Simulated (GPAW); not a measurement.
**CuO in GPAW: convergence with smearing width (eV)**

Crystal: CuO.

```
Cu O
1.0
     3.42205    0.00000    0.00000
     0.00000    3.42205    0.00000
     0.00000    0.00000    4.26046
Cu O
2 2
Direct
  0.00000 0.50000 0.00000
  0.50000 0.00000 0.50000
  0.00000 0.00000 0.25000
  0.00000 0.00000 0.75000
```

Measurements of this composition are mostly on another form, of space group No. 15.

```yaml
Program: GPAW 26.7.0
Task: convergence study
Functional: PBE
Potentials_or_basis: GPAW PAW data sets (gpaw-data 1.2.1)
Cutoff: 800 eV
Basis: pw
k_mesh: 5 × 5 × 4
Occupations: marzari-vanderbilt, width 0.5 eV
Spin: no spin polarisation
```

These are the settings of the first run; the series varies smearing width (eV), with any setting tied to it.

Hardware: 1 thread of Arm Neoverse V1 (shared host).

**Question.** The values tried are 0.5, 0.3, 0.2, 0.15, 0.1, 0.05, 0.025, 0.01, loosest first. From which on does the energy stay within 1 meV/atom of the tightest run that finished?

**Answer.** From 0.2 on.

| smearing width (eV) | energy less the tightest run, at zero smearing (meV/atom) | pressure (GPa) | SCF cycles | CPU time (s) | peak memory (GiB) |
| --- | --- | --- | --- | --- | --- |
| 0.5 | 1.11 | -1.66 | 13 | 54 | 0.2 |
| 0.3 | 1.66 | -1.74 | 13 | 57 | 0.2 |
| 0.2 | 0.51 | -1.75 | 13 | 58 | 0.2 |
| 0.15 | -0.06 | -1.73 | 13 | 55 | 0.2 |
| 0.1 | -0.34 | -1.70 | 13 | 54 | 0.2 |
| 0.05 | -0.16 | -1.67 | 13 | 54 | 0.2 |
| 0.025 | -0.06 | -1.67 | 13 | 54 | 0.2 |
| 0.01 | 0.00 | -1.67 | 13 | 56 | 0.2 |

Against the tightest run, the pressure stays within 0.1 GPa from 0.5 on. Narrower smearing needs a denser k mesh, so at a fixed mesh the narrowest width isn't the most accurate. The tightest run that finished is the yardstick and may itself not be fully converged.

Caveat, for the tightest run too: the k mesh is coarse (spacing up to 0.37 Å⁻¹), so the values aren't converged; with this Cu data set, volumes or pressures lay over 1.5 % or 2 GPa off other programs in two to four cells of ten; this smearing can pin the Fermi level at a band edge; the run has no spin polarisation, though such a crystal can be magnetic.
